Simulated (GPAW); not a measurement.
A run of GPAW 26.7.0 is set up as follows.

The input run.py:

```python
from ase.eos import EquationOfState
from ase.io import Trajectory
from ase.spacegroup import crystal
from ase.units import GPa
from gpaw import GPAW, PW

# Hg 4a
# Te 4c
atoms = crystal(['Hg', 'Te'],
                basis=[[0.0, 0.0, 0.0],
                       [0.25, 0.25, 0.25]],
                spacegroup=216, setting=1,  # F-43m
                cellpar=[6.429, 6.429, 6.429, 90.0, 90.0, 90.0],
                primitive_cell=True)

traj = Trajectory('eos.traj', 'w')
volumes, energies = [], []
for x in [0.94, 0.96, 0.98, 1.0, 1.02, 1.04, 1.06]:
    a = atoms.copy()
    a.set_cell(atoms.cell * x**(1 / 3), scale_atoms=True)
    calc = GPAW(mode=PW(600),
                xc={'name': 'BEEF-vdW', 'backend': 'libvdwxc'},
                kpts={'size': (6, 6, 6), 'gamma': True},
                occupations={'name': 'fermi-dirac', 'width': 0.05},
                nbands=18,
                convergence={'density': 1e-05, 'energy': 1e-05},
                maxiter=150,
                txt=f'eos-{x:.2f}.txt')
    a.calc = calc
    energies.append(a.get_potential_energy(force_consistent=True))
    volumes.append(a.get_volume())
    calc.write(f'eos-{x:.2f}.gpw')
    traj.write(a)
    print(f'{x:.2f} {volumes[-1]:10.4f} A^3 {energies[-1]:14.6f} eV', flush=True)

v0, e0, B = EquationOfState(volumes, energies, eos='birchmurnaghan').fit()
print(f'V0 = {v0:.4f} A^3, E0 = {e0:.6f} eV, B0 = {B / GPa:.2f} GPa')
```

Potentials or basis: GPAW PAW data sets (gpaw-data 1.2.1), pw.

The run is started by

```sh
$ OMP_NUM_THREADS=1 python run.py
```

(1) What does it give for the bulk modulus?

(2) What does it give for the equilibrium volume?

## Answers

(1) 28 GPa (rough).

(2) 38.65 Å³/atom (rough: see the caveat).

Caveat: the minimum lies outside the volumes run; the PAW data sets were made with another functional, which shifts forces and pressure a little.
